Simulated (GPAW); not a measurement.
A run of GPAW 26.7.0:

run.py

```python
from ase import Atoms
from ase.dft.bandgap import bandgap
from ase.io import write
from ase.units import GPa
from gpaw import GPAW, PW

atoms = Atoms(['Rh'],
              cell=[[0.0, 1.89785, 1.89785],
                    [1.89785, 0.0, 1.89785],
                    [1.89785, 1.89785, 0.0]],
              scaled_positions=[[0.0, 0.0, 0.0]],
              pbc=True)

calc = GPAW(mode=PW(600),
            xc='PBE',
            kpts={'size': (12, 12, 12), 'gamma': True},
            occupations={'name': 'methfessel-paxton', 'order': 0, 'width': 0.1},
            nbands=16,
            convergence={'density': 1e-05, 'energy': 1e-05},
            maxiter=150,
            txt='gpaw.txt')
atoms.calc = calc
energy = atoms.get_potential_energy()
forces = atoms.get_forces()
stress = atoms.get_stress()
calc.write('gs.gpw')
write('result.traj', atoms)
print(f'Energy: {energy:.6f} eV')
print('Forces (eV/A):')
print(forces.round(4))
print('Stress (GPa):', (stress / GPa).round(3))
print('Fermi level:', round(calc.get_fermi_level(), 4), 'eV')
print(f'Gap: {bandgap(calc)[0]:.4f} eV, direct: {bandgap(calc, direct=True)[0]:.4f} eV')
```

Potentials or basis: GPAW PAW data sets (gpaw-data 1.2.1), pw.

Run with:

```console
$ OMP_NUM_THREADS=1 python run.py
```

Hardware: 1 thread of Arm Neoverse V2, on a shared host.

Estimate the wall time of this run.

Wall time 7.5 s on 1 thread of Arm Neoverse V2, on a shared host, peak memory 0.13 GiB. Counts: scf iterations 8, plane waves 471, bands 16, k points 72.
